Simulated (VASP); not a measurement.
A run of VASP 6.6.1:

The input INCAR:

```
SYSTEM = Sc
PREC = Accurate ; ENCUT = 520
EDIFF = 1E-6 ; ISMEAR = 0
SIGMA = 0.1 ; LREAL = .FALSE.
LASPH = .TRUE. ; NELM = 80
ALGO = Fast ; ISIF = 2
LWAVE = .FALSE. ; LCHARG = .FALSE.
GGA = PS
```

KPOINTS

```
regular mesh
0
G
  15 15 8
  0 0 0
```

Contents of POSCAR:

```
Sc
1.0
    3.2912249500      0.0000000000      0.0000000000
   -1.6456124800      2.8502844200      0.0000000000
    0.0000000000      0.0000000000      5.3325723900
Sc
2
Direct
    0.3333333300      0.6666666700      0.2500000000
    0.6666666700      0.3333333300      0.7500000000
```

Potentials or basis: VASP PAW PBE potentials, release 64 (Sc_sv).

The run is started by

```console
$ cat potpaw_PBE.64/Sc_sv/POTCAR > POTCAR
$ mpirun -np 1 vasp_std > vasp.out
```

Hardware: 1 thread of Intel(R) Xeon(R) 6975P-C (Granite Rapids), with other jobs on the host.

**Question.** Estimate the wall time of this run.

**Answer.** It took 34 s on 1 thread of Intel(R) Xeon(R) 6975P-C (Granite Rapids), on a shared host, peak memory 0.21 GiB. Counts: scf iterations 17, k points 135.
